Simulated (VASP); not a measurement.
# NiO (Fm-3m) in VASP: notebook, part 2 of 2

VASP 6.6.1. The steps go on from the part before.

**5. Band structure, PBE, collinear spin, ferromagnetic start**

POSCAR

```
NiO
1.0
    0.0000000000      2.0859016414      2.0859016414
    2.0859016414      0.0000000000      2.0859016414
    2.0859016414      2.0859016414      0.0000000000
Ni O
1 1
Direct
    0.0000000000      0.0000000000      0.0000000000
    0.5000000000      0.5000000000      0.5000000000
```

INCAR.step1

```
ALGO = Normal
EDIFF = 1E-6
ENCUT = 520
GGA = PE
ISIF = 2
ISMEAR = -1
ISPIN = 2
LASPH = True
LCHARG = True
LMAXMIX = 4
LORBIT = 11
LREAL = False
LWAVE = False
MAGMOM = 1 0
NBANDS = 19
NELM = 120
PREC = Accurate
SIGMA = 0.05
```

KPOINTS.step1

```
k-points
0
Gamma
  11 11 11
```

INCAR.step2

```
ALGO = Normal
EDIFF = 1E-6
ENCUT = 520
GGA = PE
ICHARG = 11
ISIF = 2
ISMEAR = 0
ISPIN = 2
LASPH = True
LCHARG = False
LMAXMIX = 4
LORBIT = 11
LREAL = False
LWAVE = False
MAGMOM = 1 0
NBANDS = 19
NELM = 120
PREC = Accurate
SIGMA = 0.05
```

KPOINTS.step2

```
path GXWKGLUWLK,UX
10
line-mode
reciprocal
 0.0000000000  0.0000000000  0.0000000000  G
 0.5000000000  0.0000000000  0.5000000000  X

 0.5000000000  0.0000000000  0.5000000000  X
 0.5000000000  0.2500000000  0.7500000000  W

 0.5000000000  0.2500000000  0.7500000000  W
 0.3750000000  0.3750000000  0.7500000000  K

 0.3750000000  0.3750000000  0.7500000000  K
 0.0000000000  0.0000000000  0.0000000000  G

 0.0000000000  0.0000000000  0.0000000000  G
 0.5000000000  0.5000000000  0.5000000000  L

 0.5000000000  0.5000000000  0.5000000000  L
 0.6250000000  0.2500000000  0.6250000000  U

 0.6250000000  0.2500000000  0.6250000000  U
 0.5000000000  0.2500000000  0.7500000000  W

 0.5000000000  0.2500000000  0.7500000000  W
 0.5000000000  0.5000000000  0.5000000000  L

 0.5000000000  0.5000000000  0.5000000000  L
 0.3750000000  0.3750000000  0.7500000000  K

 0.6250000000  0.2500000000  0.6250000000  U
 0.5000000000  0.0000000000  0.5000000000  X
```

Potentials or basis: VASP PAW PBE potentials, release 54 (Ni, O).

Command:

```
> cat potpaw_PBE.54/Ni/POTCAR potpaw_PBE.54/O/POTCAR > POTCAR
> cp INCAR.step1 INCAR
> cp KPOINTS.step1 KPOINTS
> mpirun -np 1 vasp_std > vasp.out
> cp INCAR.step2 INCAR
> cp KPOINTS.step2 KPOINTS
> mpirun -np 1 vasp_std > vasp.out
```

It took 28 s on 1 thread of Intel Xeon 6975P-C (Granite Rapids), shared host; peak memory 0.18 GiB.

It converged, with:

- Band gap along the path: none (metal or under the smearing width)
- Net moment: 1.67 μB per cell

Levels at the corners of the path, in eV from the Fermi level:
Spin up:
```csv
point,band 7,band 8,band 9,band 10,band 11,band 12
Γ,-2.62,-2.62,-2.62,1.55,17.86,18.95
X,-2.17,-1.61,-1.61,6.16,10.58,12.24
X,-2.17,-1.61,-1.61,6.16,10.58,12.24
W,-1.87,-1.61,-1.20,8.50,10.68,10.68
W,-1.87,-1.61,-1.20,8.50,10.68,10.68
K,-1.73,-1.50,-1.12,7.81,10.32,10.52
K,-1.73,-1.50,-1.12,7.81,10.32,10.52
Γ,-2.62,-2.62,-2.62,1.55,17.86,18.95
Γ,-2.62,-2.62,-2.62,1.55,17.86,18.95
L,-1.39,0.33,0.33,5.60,9.99,14.03
L,-1.39,0.33,0.33,5.60,9.99,14.03
U,-1.73,-1.50,-1.12,7.81,10.32,10.52
U,-1.73,-1.50,-1.12,7.81,10.32,10.52
W,-1.87,-1.61,-1.20,8.50,10.68,10.68
W,-1.87,-1.61,-1.20,8.50,10.68,10.68
L,-1.39,0.33,0.33,5.60,9.99,14.03
L,-1.39,0.33,0.33,5.60,9.99,14.03
K,-1.73,-1.50,-1.12,7.81,10.32,10.52
U,-1.73,-1.50,-1.12,7.81,10.32,10.52
X,-2.17,-1.61,-1.61,6.16,10.58,12.24
```
Spin down:
```
point  band 3  band 4  band 5  band 6  band 7  band 8  band 9  band 10  band 11  band 12
    Γ   -2.55   -2.55   -1.85   -1.85   -1.85   -0.64   -0.64     1.88    17.80    19.16
    X   -3.90   -3.90   -2.83   -0.75   -0.75   -0.21    0.33     6.59    10.91    12.49
    X   -3.90   -3.90   -2.83   -0.75   -0.75   -0.21    0.33     6.59    10.91    12.49
    W   -5.81   -5.23   -1.09   -1.09   -0.75    0.20    0.95     9.02    10.98    10.98
    W   -5.81   -5.23   -1.09   -1.09   -0.75    0.20    0.95     9.02    10.98    10.98
    K   -5.87   -4.46   -1.66   -0.89   -0.66    0.46    0.96     8.24    10.64    10.83
    K   -5.87   -4.46   -1.66   -0.89   -0.66    0.46    0.96     8.24    10.64    10.83
    Γ   -2.55   -2.55   -1.85   -1.85   -1.85   -0.64   -0.64     1.88    17.80    19.16
    Γ   -2.55   -2.55   -1.85   -1.85   -1.85   -0.64   -0.64     1.88    17.80    19.16
    L   -4.87   -4.87   -0.95   -0.95   -0.58    2.18    2.18     5.76    10.48    14.31
    L   -4.87   -4.87   -0.95   -0.95   -0.58    2.18    2.18     5.76    10.48    14.31
    U   -5.87   -4.46   -1.66   -0.89   -0.66    0.46    0.96     8.24    10.64    10.83
    U   -5.87   -4.46   -1.66   -0.89   -0.66    0.46    0.96     8.24    10.64    10.83
    W   -5.81   -5.23   -1.09   -1.09   -0.75    0.20    0.95     9.02    10.98    10.98
    W   -5.81   -5.23   -1.09   -1.09   -0.75    0.20    0.95     9.02    10.98    10.98
    L   -4.87   -4.87   -0.95   -0.95   -0.58    2.18    2.18     5.76    10.48    14.31
    L   -4.87   -4.87   -0.95   -0.95   -0.58    2.18    2.18     5.76    10.48    14.31
    K   -5.87   -4.46   -1.66   -0.89   -0.66    0.46    0.96     8.24    10.64    10.83
    U   -5.87   -4.46   -1.66   -0.89   -0.66    0.46    0.96     8.24    10.64    10.83
    X   -3.90   -3.90   -2.83   -0.75   -0.75   -0.21    0.33     6.59    10.91    12.49
```

Caveat: the log is that of the step along the path at fixed density, whose energy, stress, charges and moments have no meaning; a cell with one magnetic atom can't hold antiferromagnetic order, which such compounds often take; semilocal functionals often make such compounds metallic where correlation or magnetic order opens a gap, which also shifts bond lengths.

**6. Band structure, PBE, collinear spin, ferromagnetic start**

INCAR

```
PREC = Accurate ; ENCUT = 500
EDIFF = 1E-6 ; ISMEAR = -1
SIGMA = 0.05 ; LREAL = F
LASPH = T ; NELM = 150
ALGO = Fast ; ISIF = 2
LWAVE = F ; LCHARG = F
ISPIN = 2 ; MAGMOM = 1 0
LORBIT = 11 ; LMAXMIX = 4
GGA = PE ; NBANDS = 19
```

KPOINTS

```
Automatic mesh
0
Gamma
  11 11 11
```

POSCAR is that of step 5.

KPOINTS_OPT

```
path GXWKGLUWLK,UX
15
line-mode
reciprocal
 0.0000000000  0.0000000000  0.0000000000  G
 0.5000000000  0.0000000000  0.5000000000  X

 0.5000000000  0.0000000000  0.5000000000  X
 0.5000000000  0.2500000000  0.7500000000  W

 0.5000000000  0.2500000000  0.7500000000  W
 0.3750000000  0.3750000000  0.7500000000  K

 0.3750000000  0.3750000000  0.7500000000  K
 0.0000000000  0.0000000000  0.0000000000  G

 0.0000000000  0.0000000000  0.0000000000  G
 0.5000000000  0.5000000000  0.5000000000  L

 0.5000000000  0.5000000000  0.5000000000  L
 0.6250000000  0.2500000000  0.6250000000  U

 0.6250000000  0.2500000000  0.6250000000  U
 0.5000000000  0.2500000000  0.7500000000  W

 0.5000000000  0.2500000000  0.7500000000  W
 0.5000000000  0.5000000000  0.5000000000  L

 0.5000000000  0.5000000000  0.5000000000  L
 0.3750000000  0.3750000000  0.7500000000  K

 0.6250000000  0.2500000000  0.6250000000  U
 0.5000000000  0.0000000000  0.5000000000  X
```

Potentials or basis: VASP PAW PBE potentials, release 54 (Ni, O).

Command:

```
> cat potpaw_PBE.54/Ni/POTCAR potpaw_PBE.54/O/POTCAR > POTCAR
> mpirun -np 1 vasp_std > vasp.out
```

It took 34 s on 1 thread of Intel Xeon 6975P-C (Granite Rapids), shared host; peak memory 0.18 GiB.

Results (log left out):

| Property | Result |
| --- | --- |
| Free energy | -11.4736 eV |
| Pressure | 4.8 GPa |
| Band gap along the path | none (metal or under the smearing width) |
| Net moment | 1.67 μB per cell |
| Site moments | Ni +1.38; O +0.25 μB |
| Valence electrons inside the program's atomic spheres | Ni 9.00; O 4.98 |

Levels at the corners of the path, in eV from the Fermi level:
Spin up:
```tsv
point	band 7	band 8	band 9	band 10	band 11	band 12
Γ	-2.62	-2.62	-2.62	1.55	17.86	18.95
X	-2.17	-1.61	-1.61	6.16	10.58	12.24
X	-2.17	-1.61	-1.61	6.16	10.58	12.24
W	-1.87	-1.61	-1.20	8.50	10.68	10.68
W	-1.87	-1.61	-1.20	8.50	10.68	10.68
K	-1.74	-1.50	-1.12	7.81	10.32	10.52
K	-1.74	-1.50	-1.12	7.81	10.32	10.52
Γ	-2.62	-2.62	-2.62	1.55	17.86	18.95
Γ	-2.62	-2.62	-2.62	1.55	17.86	18.95
L	-1.39	0.33	0.33	5.60	9.99	14.03
L	-1.39	0.33	0.33	5.60	9.99	14.03
U	-1.74	-1.50	-1.12	7.81	10.32	10.52
U	-1.74	-1.50	-1.12	7.81	10.32	10.52
W	-1.87	-1.61	-1.20	8.50	10.68	10.68
W	-1.87	-1.61	-1.20	8.50	10.68	10.68
L	-1.39	0.33	0.33	5.60	9.99	14.03
L	-1.39	0.33	0.33	5.60	9.99	14.03
K	-1.74	-1.50	-1.12	7.81	10.32	10.52
U	-1.74	-1.50	-1.12	7.81	10.32	10.52
X	-2.17	-1.61	-1.61	6.16	10.58	12.24
```
Spin down:
| point | band 4 | band 5 | band 6 | band 7 | band 8 | band 9 | band 10 | band 11 |
| --- | --- | --- | --- | --- | --- | --- | --- | --- |
| Γ | -2.55 | -1.85 | -1.85 | -1.85 | -0.64 | -0.64 | 1.88 | 17.80 |
| X | -3.90 | -2.83 | -0.75 | -0.75 | -0.22 | 0.33 | 6.59 | 10.91 |
| X | -3.90 | -2.83 | -0.75 | -0.75 | -0.22 | 0.33 | 6.59 | 10.91 |
| W | -5.23 | -1.09 | -1.09 | -0.75 | 0.20 | 0.95 | 9.02 | 10.98 |
| W | -5.23 | -1.09 | -1.09 | -0.75 | 0.20 | 0.95 | 9.02 | 10.98 |
| K | -4.46 | -1.66 | -0.89 | -0.67 | 0.46 | 0.96 | 8.24 | 10.64 |
| K | -4.46 | -1.66 | -0.89 | -0.67 | 0.46 | 0.96 | 8.24 | 10.64 |
| Γ | -2.55 | -1.85 | -1.85 | -1.85 | -0.64 | -0.64 | 1.88 | 17.80 |
| Γ | -2.55 | -1.85 | -1.85 | -1.85 | -0.64 | -0.64 | 1.88 | 17.80 |
| L | -4.87 | -0.95 | -0.95 | -0.58 | 2.18 | 2.18 | 5.76 | 10.48 |
| L | -4.87 | -0.95 | -0.95 | -0.58 | 2.18 | 2.18 | 5.76 | 10.48 |
| U | -4.46 | -1.66 | -0.89 | -0.67 | 0.46 | 0.96 | 8.24 | 10.64 |
| U | -4.46 | -1.66 | -0.89 | -0.67 | 0.46 | 0.96 | 8.24 | 10.64 |
| W | -5.23 | -1.09 | -1.09 | -0.75 | 0.20 | 0.95 | 9.02 | 10.98 |
| W | -5.23 | -1.09 | -1.09 | -0.75 | 0.20 | 0.95 | 9.02 | 10.98 |
| L | -4.87 | -0.95 | -0.95 | -0.58 | 2.18 | 2.18 | 5.76 | 10.48 |
| L | -4.87 | -0.95 | -0.95 | -0.58 | 2.18 | 2.18 | 5.76 | 10.48 |
| K | -4.46 | -1.66 | -0.89 | -0.67 | 0.46 | 0.96 | 8.24 | 10.64 |
| U | -4.46 | -1.66 | -0.89 | -0.67 | 0.46 | 0.96 | 8.24 | 10.64 |
| X | -3.90 | -2.83 | -0.75 | -0.75 | -0.22 | 0.33 | 6.59 | 10.91 |

Caveat: a cell with one magnetic atom can't hold antiferromagnetic order, which such compounds often take; semilocal functionals often make such compounds metallic where correlation or magnetic order opens a gap, which also shifts bond lengths.

**7. For comparison**

An earlier run on the cell as given: functional PBEsol; potentials or basis VASP PAW PBE potentials, release 64 (Ni, O); cutoff 520 eV; k mesh 11 × 11 × 11; occupations fermi-dirac, width 0.05 eV; collinear spin, ferromagnetic start; starting moments [1.0, 0.0] μB.

* Pressure: -7.6 GPa
* Band gap on the k mesh: none (metal or under the smearing width)
* Net moment: 1.34 μB per cell
* Site moments: Ni +1.12; O +0.19 μB
* Valence electrons inside the program's atomic spheres: Ni 9.04; O 4.93

**8. Summary**

| task | level | potentials or basis | cutoff (eV) | ladder | gap on the mesh (eV) | pressure (GPa) | moment (μB) |
| --- | --- | --- | --- | --- | --- | --- | --- |
| band structure | LAK | VASP PAW PBE potentials, release 64 (Ni, O) | 520 | - | 1.14 | 12.5 | 2.00 |
| band structure | PBE | VASP PAW PBE potentials, release 64 (Ni, O_h) | 900 | - | - | 4.5 | 1.67 |
| band structure | PBE | VASP PAW PBE potentials, release 64 (Ni, O_s) | 400 | - | - | 4.8 | 1.68 |
| band structure | PBE | VASP PAW PBE potentials, release 54 (Ni, O) | 520 | - | - | - | 1.67 |
| band structure | PBE | VASP PAW PBE potentials, release 54 (Ni, O) | 500 | - | - | 4.8 | 1.67 |
| single point | PBEsol | VASP PAW PBE potentials, release 64 (Ni, O) | 520 | free | none | -7.6 | 1.34 |

Alike in all rows: spin collinear, ferromagnetic start; cell as given; k mesh 11 × 11 × 11; smearing fermi-dirac 0.05 eV.

Caveats: a cell with one magnetic atom can't hold antiferromagnetic order, which such compounds often take; semilocal functionals often make such compounds metallic where correlation or magnetic order opens a gap, which also shifts bond lengths (some runs); the PAW data sets were made with another functional, which shifts forces and pressure a little (some runs); the cutoff is under 1.25 times the usual one of these potentials, so pressure, stress and relaxed cells hold a basis-set (Pulay) error (some runs).

Absolute energies hang on the potentials; compare differences alone.

**9. Comparison with measurements**

Step 3. Against the measured gap of NiO, 4.3 eV (quoted in “Local correlations, non-local screening, multiplets, and band formation in NiO”, 2012, arxiv:1210.6675), the calculated 0.00 eV is off by -4.30 eV. So large a miss can be the level of theory's own, or it may mean another phase, state or a wrong row. The value is that of PBE, without temperature or zero-point motion. Semilocal functionals fall short of measured gaps as a rule. The run's magnetic order (collinear spin, ferromagnetic start) needn't be the measured crystal's.

Step 4. Measured gap of NiO: 4.3 eV (quoted in “Local correlations, non-local screening, multiplets, and band formation in NiO”, 2012, arxiv:1210.6675). This calculation gives 0.00 eV (-4.30 eV). So large a miss can be the level of theory's own, or it may mean another phase, state or a wrong row. The value is that of PBE, without temperature or zero-point motion. Semilocal functionals fall short of measured gaps as a rule. The run's magnetic order (collinear spin, ferromagnetic start) needn't be the measured crystal's.

Step 5. A measured gap of NiO is 4.3 eV (quoted in “Local correlations, non-local screening, multiplets, and band formation in NiO”, 2012, arxiv:1210.6675); the calculated 0.00 eV misses it by -4.30 eV. So large a miss can be the level of theory's own, or it may mean another phase, state or a wrong row. The value is that of PBE, without temperature or zero-point motion. Semilocal functionals fall short of measured gaps as a rule. The run's magnetic order (collinear spin, ferromagnetic start) needn't be the measured crystal's.

Step 6. Measured gap of NiO: 4.3 eV (quoted in “Local correlations, non-local screening, multiplets, and band formation in NiO”, 2012, arxiv:1210.6675). This calculation gives 0.00 eV (-4.30 eV). So large a miss can be the level of theory's own, or it may mean another phase, state or a wrong row. The value is that of PBE, without temperature or zero-point motion. Semilocal functionals fall short of measured gaps as a rule. The run's magnetic order (collinear spin, ferromagnetic start) needn't be the measured crystal's.
